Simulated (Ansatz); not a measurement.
Mn (bcc): energy against volume

The calculation used Ansatz, DFT, BLYP, plane waves (420 eV) with PAW, scalar-relativistic. The PAW files were generated under PBE, with cores re-solved for the functional.

The cell is scaled uniformly from the relaxed one, with fractional coordinates and shape fixed. Energies are extrapolated to zero smearing, pressures are those at the given smearing. Magnetic state: spin not included. Spin polarisation is off; a magnetic state may lie lower.

A Birch-Murnaghan fit gives V₀ = 11.18 Å³/atom, B₀ = 250 GPa, B₀′ = 4.5.

**Question.** What are the energy above the minimum and the pressure at 10.314 Å³/atom?

**Answer.** 60.5 meV/atom and 24.81 GPa as computed.

**Question.** What are the energy above the minimum and the pressure at 10.763 Å³/atom?

**Answer.** 12.9 meV/atom and 11.01 GPa as computed.

**Question.** What are the energy above the minimum and the pressure at 12.557 Å³/atom?

**Answer.** 107.1 meV/atom and -21.66 GPa as computed.
